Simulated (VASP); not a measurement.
A run of VASP 6.6.1 is set up as follows.

The input INCAR:

```
PREC = Accurate ; ENCUT = 520
EDIFF = 1E-7 ; ISMEAR = -1
SIGMA = 0.05 ; LREAL = F
LASPH = T ; NELM = 60
ALGO = Normal ; ISIF = 2
LWAVE = F ; LCHARG = F
GGA = PE ; NBANDS = 31
```

KPOINTS

```
Automatic mesh
0
Gamma
  8 8 5
```

POSCAR

```
HfO2
1.0
    3.5580193300      0.0000000000      0.0000000000
    0.0000000000      3.5580193300      0.0000000000
    0.0000000000      0.0000000000      5.1718612100
Hf O
2 4
Direct
    0.0020750000      0.0102890000      0.0108770000
    0.5131150000      0.5031010000      0.4943820000
   -0.0122120000      0.5071510000      0.1961360000
    0.5020780000     -0.0046630000      0.2965140000
    0.4937540000      0.0021230000      0.8100330000
   -0.0032490000      0.4955920000      0.6916280000
```

Potentials or basis: VASP PAW PBE potentials, release 64 (Hf_pv, O).

Launch:

```bash
$ cat potpaw_PBE.64/Hf_pv/POTCAR potpaw_PBE.64/O/POTCAR > POTCAR
$ mpirun -np 1 vasp_std > vasp.out
```

(1) Predict the largest force.

(2) Predict the band gap on the k mesh.

Answers

(1) 1.582 eV/Å.

(2) 4.54 eV, indirect (least direct gap 4.62 eV).

Caveat: spin-orbit coupling is left out, which moves the levels of the heavy elements; an odd mesh through Γ misses points on the zone boundary, where band edges often lie.
